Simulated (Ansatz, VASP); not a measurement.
**Two plane-wave programs on KMgF3**

```
K Mg F
1.0
     3.98590   -0.01993    0.00000
    -0.01993    3.98590    0.00000
     0.00000    0.00000    3.98590
K Mg F
1 1 3
Direct
  0.50000 0.50000 0.50000
  0.00000 0.00000 0.00000
  0.50000 0.00000 0.00000
  0.00000 0.50000 0.00000
  0.00000 0.00000 0.50000
```

Change from the starting cell: strain -0.0100 x Voigt [0, 0, 0, 0, 0, 1], atoms carried along.

Alike in both runs: task single point; functional LDA; k mesh 6 × 6 × 6; occupations gaussian, width 0.05 eV; no spin polarisation.

|  | VASP | Ansatz |
| --- | --- | --- |
| version | VASP 6.6.1 | Ansatz 0.2.0 |
| potentials or method | VASP PAW LDA potentials, release 64 (K_sv, Mg, F) | scalar-relativistic, plane waves, PAW |
| plane-wave cutoff (eV) | 520 | 420 |
| valence electrons in the cell | 32 | 40 |

Ansatz gave:

```
gap on the k mesh at the Fermi level (eV)       : 6.98
least direct gap on the mesh (eV)               : 7.29
pressure (GPa)                                  : -4.5
largest component of the traceless stress (GPa) : 0.44
```

Question: What did VASP give for the same quantities?

Answer: gap on the k mesh at the Fermi level (eV): 6.95; least direct gap on the mesh (eV): 7.26; pressure (GPa): -5.3; largest component of the traceless stress (GPa): 0.45.

The two sets of potentials don't hold the same shells in valence.

A k mesh can miss the band edges.
